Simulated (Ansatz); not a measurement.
Cu:

```
Cu
1.0
     0.00000    1.80750    1.80750
     1.80750    0.00000    1.80750
     1.80750    1.80750    0.00000
Cu
1
Direct
  0.00000 0.00000 0.00000
```

A run of Ansatz 0.2.0 on this cell left the log below. Logs are shortened: lines on timing, memory, paths and dates and some standing lists are left out, and cuts for length are marked.

```text
Warning: RAYON_NUM_THREADS=2 ignored (pool sized by the plan → 2); use --threads N
scf.n_extra_bands = 6 over 10 filled bands (N_el = 19.0): the run solves 16 bands
Engine: ansatz 0.2.0, aarch64-unknown-linux-gnu
Pseudopotentials: kind: nc
Pseudopotential: Cu, nc, valence charge 19, recommended cutoff 1251.723767 eV (normal), Cu.nc.azcp
Functional definition: PBE
  parameter kappa = 0.804
  parameter beta = 0.06672455060314922
  exchange = pbe_x(kappa = kappa, mu = beta*pi^2/3)
  correlation = pbe_c(beta = beta)
Crystal: 1 atoms, lattice volume = 11.810 Å³
Basis set: ecut = 1251.723767 eV, 1243 PW (Γ), exchange–correlation on 60×60×60 points (8 copies of the dense FFT grid, shifted against one another)
Bands: 16, of which v1, the nominal top of the filled ones, is band 10 counted from 1 (9 counted from 0)
Symmetry: 48 space group operations
Space group: Fm-3m (ITA 225), of the structure as read, at distance tolerance 2.3e-5 Å
k-points: 84 of 2197
Non-local potential: Cu, projectors of the file, l = 0: 2, l = 1: 2, l = 2: 2, l = 3: 1
Initial density: superposition of atomic densities (chi_scale 0.1, normalization cell)
Initial wavefunctions: pseudopotential atomic-orbital guess
Functional: x = pbe(κ = 0.804, μ = 0.2195149727645171), c = pbe(β = 0.06672455060314922)
SCF iter   1: F=—  HF=-5164.448649 eV  |F-HF|=—  |Δ(HF+E_count)|=         —  Δρ=2.08e-1  dr2=3.48e0  ethr=3.10e-3  ⟨swp⟩=5.0  Hψ=6605  notcnv=0  defer=2
preconditioner: auto → none  [metal: Δε(μ)=0.096 eV  Ē_g=20.662 eV  σ=0.050 eV  W_gap=0.40  n_scr=0 (ndim 8)  ℏωp=35.8 eV  f_vac=0.000  D(μ)=0.35/eV (n_scr^D=0)]
SCF iter   2: F=—  HF=-5164.153842 eV  |F-HF|=—  |Δ(HF+E_count)|=   2.95e-1  Δρ=1.80e-1  dr2=1.88e0  ethr=3.10e-3  ⟨swp⟩=3.0  Hψ=3709  notcnv=0  defer=144
SCF iter   3: F=—  HF=-5163.651171 eV  |F-HF|=—  |Δ(HF+E_count)|=   5.03e-1  Δρ=2.39e-2  dr2=1.55e-2  ethr=3.10e-3  ⟨swp⟩=3.2  Hψ=3184  notcnv=0  defer=146
SCF iter   4: F=—  HF=-5163.647176 eV  |F-HF|=—  |Δ(HF+E_count)|=   4.00e-3  Δρ=5.30e-3  dr2=2.72e-3  ethr=8.16e-5  ⟨swp⟩=2.1  Hψ=2793  notcnv=0  defer=146
SCF iter   5: F=—  HF=-5163.646618 eV  |F-HF|=—  |Δ(HF+E_count)|=   5.58e-4  Δρ=9.47e-4  dr2=5.70e-5  ethr=1.43e-5  ⟨swp⟩=2.4  Hψ=1600  notcnv=0  defer=146
SCF iter   6: F=—  HF=-5163.646605 eV  |F-HF|=—  |Δ(HF+E_count)|=   1.27e-5  Δρ=1.08e-4  dr2=8.06e-7  ethr=3.00e-7  ⟨swp⟩=1.6  Hψ=1435  notcnv=0  defer=146
SCF iter   7: F=-5163.646605 eV  HF=-5163.646605 eV  |F-HF|=2.32e-10  |Δ(HF+E_count)|=   1.70e-7  Δρ=4.48e-6  dr2=4.71e-10  ethr=5.26e-10  ⟨swp⟩=9.3  Hψ=6162  notcnv=0
SCF 1 converged in 7 iterations: F = -5163.646605 eV  dr2 = 4.71e-10
NSCF: frozen V_eff on 142 k-points
SCF converged after 7 iterations
Free energy (F): -5163.646605 eV
Harris-Foulkes:  -5163.646605 eV  (|F-HF|=2.32e-10)
Internal energy: -5163.643892 eV  (E = F + TS)
E sigma→0 (E₀):  -5163.645248 eV
Entropy (-TS):   -0.002713 eV (-2.713 meV/atom)
Fermi energy:    17.526903 eV
--- Per-component energies (eV) ---
  E_band       = -348.417256
  E_kinetic    = 2372.127063
  E_local      = -4229.759570  (includes V_loc(G=0)·N_el)
  E_nonlocal   = -914.812540
  E_hartree    = 1540.447115
  E_xc         = -635.192264
  E_vxc        = -656.866135  (∫ρ·V_xc dr)
  E_ewald      = -3296.453696
  E_smearing   = -0.002713  (= −TS)
  E_closure    = 0.000000  (closes the sum)
  Σ components = -5163.646605   (vs F -5163.646605, Δ=0.00e0)
--- Forces (eV/Å), atoms counted from 1 ---
  atom   1  Cu    -0.00000000    -0.00000000     0.00000000
  max |Σ_I F_I| component: 5.09e-31 eV/Å
--- Stress (GPa, compression-positive) ---
        1.668691       0.000000       0.000000
        0.000000       1.668691       0.000000
        0.000000       0.000000       1.668691
  P = ⅓ Tr σ = 1.6687 GPa (16.687 kbar)
--- Band table (eV; the first three rows and the last of 84) ---
  k-point 0: bands = ["-95.2388", "-52.5545", "-52.5545", "-52.5545", "7.9321", "14.3461", "14.3461", "14.3461", "15.1885", "15.1885", "39.9389", "42.5564", "42.5564", "42.5564", "44.9749", "44.9749"]
  k-point 1: bands = ["-95.2380", "-52.5607", "-52.5554", "-52.5554", "8.1475", "14.3002", "14.3864", "14.3864", "15.1731", "15.1731", "38.4808", "40.8573", "41.9282", "41.9282", "45.9053", "45.9053"]
  k-point 2: bands = ["-95.2358", "-52.5778", "-52.5580", "-52.5580", "8.7789", "14.1877", "14.4740", "14.4740", "15.1581", "15.1581", "34.6261", "40.4245", "41.0029", "41.0029", "46.9016", "47.3582"]
  k-point 83: bands = ["-95.2204", "-52.6306", "-52.6218", "-52.5948", "13.2254", "13.6949", "13.9360", "15.1590", "15.8697", "22.2055", "24.1656", "26.1397", "26.6059", "44.4828", "45.3893", "47.5461"]
```

Question: Write the input and the command behind it.

Answer: Band structure with PBE, no spin polarisation. The files as run (others can give the same):

input.yaml
```yaml
crystal:
  lattice:
    - [0.0, 1.8075, 1.8075]
    - [1.8075, 0.0, 1.8075]
    - [1.8075, 1.8075, 0.0]
  atoms:
    - { symbol: Cu, position: [0.0, 0.0, 0.0] }
hamiltonian:
  xc: pbe
  pseudopotentials: { kind: nc }
kpoints:
  mp_grid: { grid: [13, 13, 13] }
  band_path:
    path:
      - [[0.0, 0.0, 0.0], [0.5, 0.0, 0.5], [0.5, 0.25, 0.75], [0.375, 0.375, 0.75], [0.0, 0.0, 0.0], [0.5, 0.5, 0.5], [0.625, 0.25, 0.625], [0.5, 0.25, 0.75], [0.5, 0.5, 0.5], [0.375, 0.375, 0.75]]
      - [[0.625, 0.25, 0.625], [0.5, 0.0, 0.5]]
    npoints: 14
scf:
  occupations: { method: fermi_dirac, width: 0.05 }
  n_extra_bands: 6
output:
  forces: true
  stress: true
  eigenvalues: true
  fatbands: false
```

Potentials or basis: Ansatz NC.
Command:
```sh
$ ansatz run input.yaml --threads 2 --pin off --max-ram 5120MiB --backend cpu --events-out ev --progress --plain --runs-dir out
```
